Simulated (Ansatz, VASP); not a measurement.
# One calculation of Zn, two programs

Contents of INCAR:

```
  PREC = Accurate
  ENCUT = 520
  EDIFF = 1E-7
  ISMEAR = -1
  SIGMA = 0.1
  LREAL = False
  LASPH = True
  NELM = 100
  ALGO = Normal
  ISIF = 2
  LWAVE = False
  LCHARG = False
  GGA = CA
  NBANDS = 12
```

KPOINTS

```
Automatic mesh
0
Gamma
  15 15 15
```

The input POSCAR:

```
Zn
1.0
    2.4543290864      0.0000000000      0.0000000000
    0.0000000000      2.4543290864      0.0000000000
    0.0000000000      0.0000000000      2.4543290864
Zn
1
Direct
    0.0000000000      0.0000000000      0.0000000000
```

Input for Ansatz:

```yaml
crystal:
  lattice:
    - [2.4543290864, 0.0, 0.0]
    - [0.0, 2.4543290864, 0.0]
    - [0.0, 0.0, 2.4543290864]
  atoms:
    - { symbol: Zn, position: [0.0, 0.0, 0.0] }
kpoints:
  mp_grid: { grid: [15, 15, 15] }
scf:
  occupations: { method: fermi_dirac, width: 0.1 }
hamiltonian:
  xc: lda
  pseudopotentials: { kind: all_electron, lapw: { basis_error: 0.001 } }
output:
  forces: true
  stress: true
  eigenvalues: true
  populations: true
```

Change from the starting cell: volume scaled by 0.92, LAPW.

Alike in both runs: task single point; functional LDA; k mesh 15 × 15 × 15; occupations fermi-dirac, width 0.1 eV; no spin polarisation.

```csv
,VASP,Ansatz
version,VASP 6.6.1,Ansatz 0.2.0
potentials or method,"VASP PAW LDA potentials, release 64 (Zn)","all-electron LAPW, scalar-relativistic"
plane-wave cutoff (eV),520,see its input
```

|  | VASP | Ansatz | Ansatz less VASP |
| --- | --- | --- | --- |
| pressure (GPa) | 7.9 | 7.2 | -0.65 |

Ansatz ran all-electron here, so the differences hold the error of VASP's frozen core and of both bases.
